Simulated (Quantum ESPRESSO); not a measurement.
# TiO2: equation of state with PBEsol

Crystal: TiO2.

```
Ti O
1.0
     4.59984    0.00000    0.00000
     0.00000    4.59984    0.00000
     0.00000    0.00000    2.95921
Ti O
2 4
Direct
  0.00000 0.00000 0.50000
  0.50000 0.50000 0.00000
  0.30432 0.30432 0.50000
  0.19568 0.80432 0.00000
  0.80432 0.19568 0.00000
  0.69568 0.69568 0.50000
```

The cell is a database's computed one.

* Program: Quantum ESPRESSO 7.5
* Task: equation of state
* Functional: PBEsol
* Potentials or basis: PseudoDojo 0.4 SR PBEsol stringent
* Cutoff: 1252 eV
* Density cutoff: 5007 eV
* k mesh: 5 × 5 × 8
* Occupations: fermi-dirac, width 0.05 eV
* Spin: no spin polarisation

* Equilibrium volume: 10.30 Å³/atom
* Bulk modulus at fixed shape and positions: 246 GPa
* Pressure derivative of the bulk modulus: 4.3

Energy against volume, from the lowest point:
| volume (Å³/atom) | energy (meV/atom) |
| --- | --- |
| 9.809 | 19.20 |
| 10.018 | 5.84 |
| 10.227 | 0.00 |
| 10.435 | 0.93 |
| 10.644 | 7.93 |
| 10.853 | 20.40 |
| 11.062 | 37.76 |

All runs of the series together: 8.7 min on 1 thread of INTEL(R) XEON(R) PLATINUM 8581C CPU @ 2.10GHz (Emerald Rapids), on a shared host.

Caveat: the cell was scaled at fixed shape and fractional positions, which overstates the stiffness of a crystal with free parameters, most of all of layers and chains.
